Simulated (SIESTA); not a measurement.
The system is SrO.

```
Sr O
1.0
     0.00000    2.56630    2.56630
     2.56630    0.00000    2.56630
     2.56630    2.56630    0.00000
Sr O
1 1
Direct
  0.50000 0.50000 0.50000
  0.00000 0.00000 0.00000
```

Program: SIESTA 5.4.2. Alike in all runs: task band structure; no spin polarisation; cell as given; k mesh 9 × 9 × 9; smearing fermi-dirac 0.05 eV; grid cutoff 800 Ry; energy shift 0.003 Ry.

Q: Order these runs on this cell by their pressure, lowest first.
A. level PW91; potentials or basis PseudoDojo 0.4 standard (PBE files), DZP (energy shift 0.003 Ry; two zetas on semicore shells; d shell added on Sr)
B. level revPBE; potentials or basis PseudoDojo 0.4 standard (PBE files), DZP (energy shift 0.003 Ry; two zetas on semicore shells; d shell added on Sr)
C. level LDA; potentials or basis PseudoDojo 0.4 standard (LDA files), DZP (energy shift 0.003 Ry; two zetas on semicore shells; d shell added on Sr)
D. level PBEsol; potentials or basis PseudoDojo 0.4 standard (PBEsol files), DZP (energy shift 0.003 Ry; two zetas on semicore shells; d shell added on Sr)

A: C (-3.3 GPa), D (0.0 GPa), A (3.7 GPa), B (6.3 GPa).

Caveats: the basis of atomic orbitals isn't converged, which shifts pressures, moduli and gaps; the potentials were made for another functional, which shifts forces and pressure (some runs).
